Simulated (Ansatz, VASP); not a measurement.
Given: the input of a run of Ansatz 0.2.0 on Pb.

input.yaml

```yaml
crystal:
  lattice:
    - [3.4566435916, 0.0, 0.0]
    - [-1.7283217958, 2.9935411621, 0.0]
    - [0.0, 0.0, 5.552482091]
  atoms:
    - { symbol: Pb, position: [0.6666666667, 0.3333333333, 0.75] }
    - { symbol: Pb, position: [0.3333333333, 0.6666666667, 0.25] }
hamiltonian:
  xc: lda
  pseudopotentials: { kind: paw }
kpoints:
  mp_grid: { grid: [9, 9, 5] }
scf:
  occupations: { method: fermi_dirac, width: 0.05 }
output:
  forces: true
  stress: true
  eigenvalues: true
```

Potentials or basis: Ansatz PAW.

Run with:

```bash
$ ansatz run input.yaml --threads 2 --pin off --max-ram 5632MiB --backend cpu --events-out ev --progress --plain --runs-dir out
```

Task: Set up the same calculation for VASP 6.6.1. Potentials there: VASP PAW LDA potentials, release 64 (Pb_d).

Result: As run (the cutoff follows the program's own potentials):

File INCAR:

```
SYSTEM = Pb
PREC = Accurate
ENCUT = 520
EDIFF = 1E-6
ISMEAR = -1
SIGMA = 0.05
LREAL = .False.
LASPH = .True.
NELM = 60
ALGO = Fast
ISIF = 2
LWAVE = .False.
LCHARG = .False.
NBANDS = 21
```

Contents of KPOINTS:

```
regular mesh
0
Gamma
  9 9 5
  0 0 0
```

Contents of POSCAR:

```
Pb
1.0
    3.4566435916      0.0000000000      0.0000000000
   -1.7283217958      2.9935411621      0.0000000000
    0.0000000000      0.0000000000      5.5524820910
Pb
2
Direct
    0.6666666667      0.3333333333      0.7500000000
    0.3333333333      0.6666666667      0.2500000000
```

Potentials or basis: VASP PAW LDA potentials, release 64 (Pb_d).

The run is started by

```sh
$ cat potpaw_LDA.64/Pb_d/POTCAR > POTCAR
$ mpirun -np 1 vasp_std > vasp.out
```

Both were run:

|  | VASP | Ansatz | Ansatz less VASP |
| --- | --- | --- | --- |
| gap on the k mesh at the Fermi level (eV) | none | none | - |
| pressure (GPa) | 0.5 | 0.4 | -0.06 |
| largest component of the traceless stress (GPa) | 2.76 | 2.68 | -0.075 |

A gap of «none» marks a metal or a gap that the smearing closes.

Caveats: the PAW data sets come from PBE, with cores solved anew for the run's functional, which leaves a small shift of forces and pressure (Ansatz). The runs have no spin-orbit coupling, so splittings on Pb are missing.
